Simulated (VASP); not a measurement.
# SnTe (F-43m) in VASP: notebook

Runs on SnTe. Level: PBEsol. Tasks: single point.

Everything below comes from runs of VASP 6.6.1. Logs are shortened: lines on timing, memory, paths and dates and some standing lists are left out, and cuts for length are marked.

## Step 1: The crystal as given

The structure is cubic, space group F-43m (No. 216). The conventional cell has a = 7.222 Å, b = 7.222 Å, c = 7.222 Å, α = 90.00°, β = 90.00°, γ = 90.00°. Around Te (site symmetry -43m) lie 4 Sn at 3.13 Å. Sn (site symmetry -43m) is surrounded by 4 Te at 3.13 Å.

Measurements of this composition are mostly on another form, of space group No. 225.

## Step 2: Single point, PBEsol, spin-orbit coupling, no magnetisation

INCAR reads:

```
SYSTEM = SnTe
  PREC = Accurate
  ENCUT = 750
  EDIFF = 1E-8
  ISMEAR = 0
  SIGMA = 0.02
  LREAL = .FALSE.
  LASPH = .TRUE.
  NELM = 100
  ALGO = Normal
  ISIF = 2
  LWAVE = .FALSE.
  LCHARG = .FALSE.
  MAGMOM = 0 0 0 0 0 0
  LORBIT = 11
  LSORBIT = .TRUE.
  GGA_COMPAT = .FALSE.
  GGA = PS
  NBANDS = 36
```

KPOINTS reads:

```
Automatic mesh
0
G
  8 8 8
  0 0 0
```

POSCAR reads:

```
SnTe
1.0
    0.0000000000      3.6111460000      3.6111460000
    3.6111460000      0.0000000000      3.6111460000
    3.6111460000      3.6111460000      0.0000000000
Te Sn
1 1
Direct
    0.2500000000      0.2500000000      0.2500000000
    0.0000000000      0.0000000000      0.0000000000
```

Potentials or basis: VASP PAW PBE potentials, release 64 (Te, Sn_d).

Run with:

```sh
$ cat potpaw_PBE.64/Te/POTCAR potpaw_PBE.64/Sn_d/POTCAR > POTCAR
$ mpirun -np 1 vasp_ncl > vasp.out
```

OUTCAR:

```text
SYSTEM = SnTe
   PREC = Accurate
   ENCUT = 750
   EDIFF = 1E-8
   ISMEAR = 0
   LREAL = .FALSE.
   LASPH = .TRUE.
   NELM = 100
   ISIF = 2
   LORBIT = 11
   LSORBIT = .TRUE.
   GGA = PS

 ion  position               nearest neighbor table
   1  0.250  0.250  0.250-   2 3.13   2 3.13   2 3.13   2 3.13
   2  0.000  0.000  0.000-   1 3.13   1 3.13   1 3.13   1 3.13

  LATTYP: Found a face centered cubic cell.
 ALAT       =     7.2222920000

  Lattice vectors:

 A1 = (   0.0000000000,   3.6111460000,   3.6111460000)
 A2 = (   3.6111460000,   0.0000000000,   3.6111460000)
 A3 = (   3.6111460000,   3.6111460000,   0.0000000000)

Analysis of symmetry for initial positions (statically):
=====================================================================
 Subroutine PRICEL returns:
 Original cell was already a primitive cell.

 Routine SETGRP: Setting up the symmetry group for a
 face centered cubic supercell.

 Subroutine GETGRP returns: Found 24 space group operations
 (whereof 24 operations were pure point group operations)
 out of a pool of 48 trial point group operations.

The static configuration has the point symmetry T_d .

Analysis of symmetry for dynamics (positions and initial velocities):
=====================================================================
 Subroutine PRICEL returns:
 Original cell was already a primitive cell.

 Routine SETGRP: Setting up the symmetry group for a
 face centered cubic supercell.

 Subroutine GETGRP returns: Found 24 space group operations
 (whereof 24 operations were pure point group operations)
 out of a pool of 48 trial point group operations.

The dynamic configuration has the point symmetry T_d .

Analysis of structural, dynamic, and magnetic symmetry:
=====================================================================
 Subroutine PRICEL returns:
 Original cell was already a primitive cell.

 Routine SETGRP: Setting up the symmetry group for a
 face centered cubic supercell.

 Subroutine GETGRP returns: Found 24 space group operations
 (whereof 24 operations were pure point group operations)
 out of a pool of 48 trial point group operations.

The overall configuration has the point symmetry T_d .

 Subroutine INISYM returns: Found 24 space group operations
 (whereof 24 operations are pure point group operations),
 and found     1 'primitive' translations

----------------------------------------------------------------------------------------

                                     Primitive cell

  volume of cell :      94.1814

  direct lattice vectors                    reciprocal lattice vectors
     0.000000000  3.611146000  3.611146000    -0.138460201  0.138460201  0.138460201
     3.611146000  0.000000000  3.611146000     0.138460201 -0.138460201  0.138460201
     3.611146000  3.611146000  0.000000000     0.138460201  0.138460201 -0.138460201

  length of vectors
     5.106931649  5.106931649  5.106931649     0.239820102  0.239820102  0.239820102

  position of ions in fractional coordinates (direct lattice)
     0.250000000  0.250000000  0.250000000
     0.000000000  0.000000000  0.000000000

  ion indices of the primitive-cell ions
   primitive index   ion index
                 1           1
                 2           2

----------------------------------------------------------------------------------------

 KPOINTS: Automatic mesh

Automatic generation of k-mesh.
 Grid dimensions read from file:
 generate k-points for:    8    8    8

 Generating k-lattice:

  Cartesian coordinates                     Fractional coordinates (reciprocal lattice)
[... 79 lines left out ...]
     AMIX     =   0.40;   BMIX     =  1.00
     AMIX_MAG =   1.60;   BMIX_MAG =  1.00
  volume/ion in A,a.u.               =      47.09       317.78
  Fermi-wavevector in a.u.,A,eV,Ry     =   0.976704  1.845704 12.979296  0.953951
  Thomas-Fermi vector in A             =   2.107344
   LORBIT       =     11    0 simple, 1 ext, 2 COOP (PROOUT), +10 PAW based schemes
   GGA     = PS    functional components
   LHFCALC =     F    Hartree Fock is set to
   AEXX    =    0.0000 exact exchange contribution
   IVDW    =     0    specifies the selected vdW correction
   LEPSILON=     F    determine dielectric tensor
   LRPA    =     F    only Hartree local field effects (RPA)
 Gauss-broadening in eV      SIGMA  =   0.02
  energy-cutoff  :      750.00
  volume of cell :       94.18
 maximum number of plane-waves:      8954
 NGX is ok and might be reduce to    48
   NGX = 23   NGY = 23   NGZ = 23

 number of electron      20.0000001 magnetization      -0.0000000      0.0000000      0.0000000

 number of electron      20.0000001 magnetization       0.0000000     -0.0000000     -0.0000000

 number of electron      20.0000001 magnetization       0.0000000      0.0000000      0.0000000

 number of electron      20.0000001 magnetization      -0.0000000     -0.0000000     -0.0000000

 Free energy of the ion-electron system (eV)
  ---------------------------------------------------
  ext. energy  EPLUGINS =         0.00000000
  ---------------------------------------------------
  free energy    TOTEN  =        -7.76858027 eV

  energy without entropy =       -7.76857363  energy(sigma->0) =       -7.76857695

 E-fermi :   3.1312     XC(G=0):  -7.6301

 val. band max:        3.0963984797   @ k =   0.5000   0.5000   0.0000
 cond. band min:       3.1694172247   @ k =   0.3750   0.3750   0.0000
 fundamental gap:      0.0730187450
 Fermi energy:         3.1312161905

 k-point     1 :       0.0000    0.0000    0.0000
  band No.  band energies     occupation
      1     -19.2486      1.00000
      2     -19.2486      1.00000
      3     -19.2486      1.00000
      4     -19.2486      1.00000
      5     -18.2178      1.00000
      6     -18.2178      1.00000
[... 829 lines left out ...]
     31      10.1574      0.00000
     32      10.1729      0.00000

 [... further k-points ...]

 [bands above 32 left out]

------------------------ aborting loop because EDIFF is reached ----------------------------------------

  FORCE on cell =-STRESS in cart. coord.  units (eV):
  Direction    XX          YY          ZZ          XY          YZ          ZX
  --------------------------------------------------------------------------------------
  -------------------------------------------------------------------------------------
  Total       -0.8078026     -0.8078026     -0.8078026      0.0000000     -0.0000000      0.0000000
  in kB      -13.7420230    -13.7420230    -13.7420230      0.0000000     -0.0000000      0.0000000
  external PRESSURE =     -13.7420230 kB  Pullay stress =       0.0000000 kB

 VOLUME and BASIS-vectors are now :
 -----------------------------------------------------------------------------
  energy-cutoff  :      750.00
  volume of cell :       94.18
      direct lattice vectors                 reciprocal lattice vectors
     0.000000000  3.611146000  3.611146000    -0.138460201  0.138460201  0.138460201
     3.611146000  0.000000000  3.611146000     0.138460201 -0.138460201  0.138460201
     3.611146000  3.611146000  0.000000000     0.138460201  0.138460201 -0.138460201

 POSITION                                       TOTAL-FORCE (eV/Angst)
 -----------------------------------------------------------------------------------
      1.80557      1.80557      1.80557        -0.000000      0.000000      0.000000
      0.00000      0.00000      0.00000         0.000000     -0.000000     -0.000000
 -----------------------------------------------------------------------------------
    total drift:                                0.000000      0.000000      0.000000

  FREE ENERGIE OF THE ION-ELECTRON SYSTEM (eV)
  ---------------------------------------------------
  free  energy   TOTEN  =        -7.7685802688 eV

  energy  without entropy=       -7.7685736338  energy(sigma->0) =       -7.76857695

 Spin-Orbit-Coupling matrix elements

 Ion:    1  E_soc:     -0.2285449
 l=   1
     0.0000000    -0.0380911    -0.0380911
    -0.0380911     0.0000000    -0.0380911
    -0.0380911    -0.0380911     0.0000000
 l=   2
     0.0000000     0.0000093     0.0000000     0.0000093    -0.0000091
     0.0000093     0.0000000    -0.0000068     0.0000093    -0.0000023
     0.0000000    -0.0000068     0.0000000    -0.0000068     0.0000000
     0.0000093     0.0000093    -0.0000068     0.0000000    -0.0000023
    -0.0000091    -0.0000023     0.0000000    -0.0000023     0.0000000
 l=   3
     0.0000000     0.0000000     0.0000000     0.0000000     0.0000000     0.0000000     0.0000000
     0.0000000     0.0000000     0.0000000     0.0000000     0.0000000     0.0000000     0.0000000
     0.0000000     0.0000000     0.0000000     0.0000000     0.0000000     0.0000000     0.0000000
     0.0000000     0.0000000     0.0000000     0.0000000     0.0000000     0.0000000     0.0000000
     0.0000000     0.0000000     0.0000000     0.0000000     0.0000000     0.0000000     0.0000000
     0.0000000     0.0000000     0.0000000     0.0000000     0.0000000     0.0000000     0.0000000
     0.0000000     0.0000000     0.0000000     0.0000000     0.0000000     0.0000000     0.0000000

 Ion:    2  E_soc:     -0.1056369
 l=   1
     0.0000000    -0.0114473    -0.0114473
    -0.0114473     0.0000000    -0.0114473
    -0.0114473    -0.0114473     0.0000000
 l=   2
     0.0000000    -0.0012481     0.0000000    -0.0012481    -0.0049107
    -0.0012481     0.0000000    -0.0036830    -0.0012481    -0.0012277
     0.0000000    -0.0036830     0.0000000    -0.0036830     0.0000000
    -0.0012481    -0.0012481    -0.0036830     0.0000000    -0.0012277
    -0.0049107    -0.0012277     0.0000000    -0.0012277     0.0000000
 l=   3
     0.0000000     0.0000000     0.0000000     0.0000000     0.0000000     0.0000000     0.0000000
     0.0000000     0.0000000     0.0000000     0.0000000     0.0000000     0.0000000     0.0000000
     0.0000000     0.0000000     0.0000000     0.0000000     0.0000000     0.0000000     0.0000000
     0.0000000     0.0000000     0.0000000     0.0000000     0.0000000     0.0000000     0.0000000
     0.0000000     0.0000000     0.0000000     0.0000000     0.0000000     0.0000000     0.0000000
     0.0000000     0.0000000     0.0000000     0.0000000     0.0000000     0.0000000     0.0000000
     0.0000000     0.0000000     0.0000000     0.0000000     0.0000000     0.0000000     0.0000000

 total charge

# of ion       s       p       d       tot
------------------------------------------
    1        1.394   1.940   0.016   3.350
    2        1.389   0.704   9.959  12.052
--------------------------------------------------
tot          2.783   2.644   9.975  15.402

 magnetization (x)

# of ion       s       p       d       tot
------------------------------------------
    1        0.000   0.000   0.000   0.000
    2       -0.000  -0.000   0.000  -0.000
--------------------------------------------------
tot         -0.000  -0.000   0.000  -0.000

 magnetization (y)

# of ion       s       p       d       tot
------------------------------------------
    1        0.000   0.000   0.000   0.000
    2        0.000   0.000   0.000   0.000
--------------------------------------------------
tot          0.000   0.000   0.000   0.000

 magnetization (z)

# of ion       s       p       d       tot
------------------------------------------
    1        0.000  -0.000   0.000  -0.000
    2       -0.000   0.000   0.000  -0.000
--------------------------------------------------
tot         -0.000  -0.000   0.000  -0.000
```

Wall time 8.2 min (1 thread of AMD EPYC 9R45 (Zen 5), shared host); peak memory 0.93 GiB.

Results:

```
Free energy                                           : -7.7686 eV
Pressure                                              : -1.4 GPa
Valence electrons inside the program's atomic spheres : Te 3.35; Sn 12.05
```

Caveat: the PAW data sets were made with another functional, which shifts forces and pressure a little.

## Step 3: Single point, PBEsol, spin-orbit coupling, no magnetisation

INCAR, as its differences from that of step 2:

```diff
@@ -2,4 +2,4 @@
   PREC = Accurate
-  ENCUT = 750
-  EDIFF = 1E-8
+  ENCUT = 600
+  EDIFF = 1E-7
   ISMEAR = 0
```

KPOINTS reads:

```
Automatic mesh
0
G
  7 7 7
  0 0 0
```

POSCAR is that of step 2.

Potentials or basis: VASP PAW PBE potentials, release 64 (Te, Sn_d).

Run with:

```sh
$ cat potpaw_PBE.64/Te/POTCAR potpaw_PBE.64/Sn_d/POTCAR > POTCAR
$ mpirun -np 1 vasp_ncl > vasp.out
```

OUTCAR:

```text
SYSTEM = SnTe
   PREC = Accurate
   ENCUT = 600
   EDIFF = 1E-7
   ISMEAR = 0
   LREAL = .FALSE.
   LASPH = .TRUE.
   NELM = 100
   ISIF = 2
   LORBIT = 11
   LSORBIT = .TRUE.
   GGA = PS

 Found     30 irreducible k-points:

 Following reciprocal coordinates:
            Coordinates               Weight
  0.000000  0.000000  0.000000      1.000000
  0.142857  0.000000  0.000000      4.000000
 -0.142857  0.000000  0.000000      4.000000
  0.285714  0.000000  0.000000      4.000000
 -0.285714  0.000000  0.000000      4.000000
[... 358 lines left out ...]
    -0.0012483    -0.0012483    -0.0036830     0.0000000    -0.0012277
    -0.0049107    -0.0012277     0.0000000    -0.0012277     0.0000000
 l=   3
     0.0000000     0.0000000     0.0000000     0.0000000     0.0000000     0.0000000     0.0000000
     0.0000000     0.0000000     0.0000000     0.0000000     0.0000000     0.0000000     0.0000000
     0.0000000     0.0000000     0.0000000     0.0000000     0.0000000     0.0000000     0.0000000
     0.0000000     0.0000000     0.0000000     0.0000000     0.0000000     0.0000000     0.0000000
     0.0000000     0.0000000     0.0000000     0.0000000     0.0000000     0.0000000     0.0000000
     0.0000000     0.0000000     0.0000000     0.0000000     0.0000000     0.0000000     0.0000000
     0.0000000     0.0000000     0.0000000     0.0000000     0.0000000     0.0000000     0.0000000

 total charge

# of ion       s       p       d       tot
------------------------------------------
    1        1.393   1.943   0.016   3.352
    2        1.391   0.703   9.959  12.052
--------------------------------------------------
tot          2.784   2.645   9.975  15.404

 magnetization (x)

# of ion       s       p       d       tot
------------------------------------------
    1       -0.000  -0.000  -0.000  -0.000
    2       -0.000  -0.000  -0.000  -0.000
--------------------------------------------------
tot         -0.000  -0.000  -0.000  -0.000

 magnetization (y)

# of ion       s       p       d       tot
------------------------------------------
    1       -0.000   0.000   0.000  -0.000
    2        0.000   0.000   0.000   0.000
--------------------------------------------------
tot          0.000   0.000   0.000   0.000

 magnetization (z)

# of ion       s       p       d       tot
------------------------------------------
    1        0.000   0.000  -0.000   0.000
    2       -0.000  -0.000   0.000  -0.000
--------------------------------------------------
tot         -0.000  -0.000  -0.000  -0.000
```

OSZICAR:

```text
N       E                     dE             d eps       ncg     rms          rms(c)
DAV:   1     0.170146315296E+03    0.17015E+03   -0.92533E+03  2208   0.125E+03
DAV:   2     0.174973925766E+02   -0.15265E+03   -0.14544E+03  2180   0.353E+02
DAV:   3    -0.661367601971E+01   -0.24111E+02   -0.23590E+02  2548   0.127E+02
DAV:   4    -0.786345705723E+01   -0.12498E+01   -0.12455E+01  2548   0.301E+01
DAV:   5    -0.791185361041E+01   -0.48397E-01   -0.48393E-01  2988   0.577E+00    0.491E+00
DAV:   6    -0.776982373762E+01    0.14203E+00   -0.26046E-01  2656   0.296E+00    0.321E+00
DAV:   7    -0.776526133146E+01    0.45624E-02   -0.71541E-02  2640   0.102E+00    0.169E+00
DAV:   8    -0.776503591541E+01    0.22542E-03   -0.29181E-03  2360   0.404E-01    0.672E-01
DAV:   9    -0.776551628900E+01   -0.48037E-03   -0.14655E-03  2596   0.263E-01    0.157E-01
DAV:  10    -0.776589608950E+01   -0.37980E-03   -0.31295E-04  2276   0.113E-01    0.424E-02
DAV:  11    -0.776610483744E+01   -0.20875E-03   -0.17575E-04  2320   0.549E-02    0.211E-02
DAV:  12    -0.776613620286E+01   -0.31365E-04   -0.34547E-05  2352   0.259E-02    0.198E-02
DAV:  13    -0.776613824067E+01   -0.20378E-05   -0.30038E-06  2412   0.914E-03    0.874E-03
DAV:  14    -0.776613936101E+01   -0.11203E-05   -0.13917E-06  2024   0.513E-03    0.246E-03
DAV:  15    -0.776613948307E+01   -0.12206E-06   -0.16493E-07  2192   0.377E-03    0.247E-03
DAV:  16    -0.776613951425E+01   -0.31173E-07   -0.22459E-08  1764   0.102E-03
   1 F= -.77661395E+01 E0= -.77661394E+01  d E =-.160205E-06  mag=    -0.0000     0.0000     0.0000
```

stdout:

```text
POSCAR found type information on POSCAR TeSn
 POSCAR found :  2 types and       2 ions
 scaLAPACK will be used
 -----------------------------------------------------------------------------
|                                                                             |
|                                                                             |
|     You enforced a specific xc type in the INCAR file but a different       |
|     I HOPE YOU KNOW WHAT YOU ARE DOING!                                     |
|                                                                             |
 -----------------------------------------------------------------------------

 LDA part: xc-table for (Slater+PW92), standard interpolation
 POSCAR, INCAR and KPOINTS ok, starting setup
 FFT: planning ... GRIDC
 FFT: planning ... GRID_SOFT
 FFT: planning ... GRID
 WAVECAR not read
 entering main loop
```

Run time: 3.4 min. Hardware: 1 thread of AMD EPYC 9R45 (Zen 5), shared host; peak memory 0.62 GiB.

The run converged, but some of its settings lie outside the range that counts as converged, so its numbers aren't taken as properties of the crystal.

Results:

```
Free energy                                           : -7.7661 eV
Pressure                                              : -1.3 GPa
Valence electrons inside the program's atomic spheres : Te 3.35; Sn 12.05
```

Caveat: the PAW data sets were made with another functional, which shifts forces and pressure a little.

## Step 4: The reference run

An earlier run on the cell as given: functional PBEsol; potentials or basis VASP PAW PBE potentials, release 64 (Te, Sn_d); cutoff 520 eV; k mesh 7 × 7 × 7; occupations fermi-dirac, width 0.05 eV; no spin polarisation.

- Pressure: -1.4 GPa
- Band gap on the k mesh: 0.28 eV, indirect (least direct gap 0.79 eV)
